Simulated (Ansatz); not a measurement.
**CdF2**

Level of theory: DFT, PBEsol, scalar-relativistic, no spin polarisation; plane waves to 420 eV with PAW datasets (Ansatz 0.2.0), 12×12×12 k-mesh; PAW files: Ansatz's generated set soft_2.

```
Cd F
1.0
     0.00000    2.69191    2.69191
     2.69191    0.00000    2.69191
     2.69191    2.69191    0.00000
Cd F
1 2
Cartesian
  0.0000 0.0000 0.0000
  1.3460 1.3460 1.3460
  4.0379 4.0379 4.0379
```

The chain of runs began from a cell as deposited in COD, expanded in volume.

(1) What is the static dielectric tensor, the lattice's part included?

(2) Give the Born effective charges (a third of the trace, site by site).

(3) List the optical modes at the zone centre without the LO–TO term, with degeneracy and infrared intensity.

(4) Where do the optical modes lie for q → 0 along (0.00, 0.00, 1.00), with the long-range field?

(5) Where do the optical modes lie for q → 0 along (0.00, 1.00, 0.00), with the long-range field?

(6) Sketch the imaginary part of the dielectric function for independent particles (no excitons, no local fields), averaged over directions.

Answers:

(1) 8.78 (isotropic)

(2) Cd 2.47; F -1.23 e.

(3) 
```csv
ω (cm⁻¹),degeneracy,IR intensity ((D/Å)²/u)
215,3,14.87
301,3,0.00
```

(4) 215 (×2), 301 (×3), 373 cm⁻¹.

(5) 215 (×2), 301 (×3), 373 cm⁻¹.

(6) On a grid of 0.25 eV up to 12 eV it peaks at 10.00 eV with ε2 = 3.1; the gap on the mesh is 2.94 eV, and the smallest direct one, where absorption can begin, 3.43 eV.
```json
{"ħω (eV)": "0.00", "ε2": "0.00"}
{"ħω (eV)": "0.50", "ε2": "0.00"}
{"ħω (eV)": "1.00", "ε2": "0.00"}
{"ħω (eV)": "1.50", "ε2": "0.00"}
{"ħω (eV)": "2.00", "ε2": "0.00"}
{"ħω (eV)": "2.50", "ε2": "0.00"}
{"ħω (eV)": "3.00", "ε2": "0.00"}
{"ħω (eV)": "3.50", "ε2": "0.02"}
{"ħω (eV)": "4.00", "ε2": "0.44"}
{"ħω (eV)": "4.50", "ε2": "0.99"}
{"ħω (eV)": "5.00", "ε2": "1.19"}
{"ħω (eV)": "5.50", "ε2": "1.29"}
{"ħω (eV)": "6.00", "ε2": "1.34"}
{"ħω (eV)": "6.50", "ε2": "1.37"}
{"ħω (eV)": "7.00", "ε2": "1.37"}
{"ħω (eV)": "7.50", "ε2": "1.36"}
{"ħω (eV)": "8.00", "ε2": "1.08"}
{"ħω (eV)": "8.50", "ε2": "0.98"}
{"ħω (eV)": "9.00", "ε2": "1.44"}
{"ħω (eV)": "9.50", "ε2": "1.45"}
{"ħω (eV)": "10.00", "ε2": "3.11"}
{"ħω (eV)": "10.50", "ε2": "2.42"}
{"ħω (eV)": "11.00", "ε2": "0.96"}
{"ħω (eV)": "11.50", "ε2": "1.09"}
{"ħω (eV)": "12.00", "ε2": "2.09"}
```

An ε∞ of 2.91 means a refractive index of √ε∞ = 1.71 below the gap, far above the lattice modes.

With one infrared-active mode the Lyddane–Sachs–Teller relation ties the modes to the static constant, ε0 = 8.78, which is built from the same mode and Born charges: ω_LO = ω_TO √(ε0/ε∞) = 214.9 × √(8.78/2.91) = 373 cm⁻¹, and the run has a mode at 373 cm⁻¹.

The mean Born charge of Cd is 2.47 against a formal +2. It exceeds the formal charge because moving the ion changes its mixing with the anions' p states, and electrons flow along the bond.

Semilocal functionals make the gap too small and so ε∞ somewhat too large.
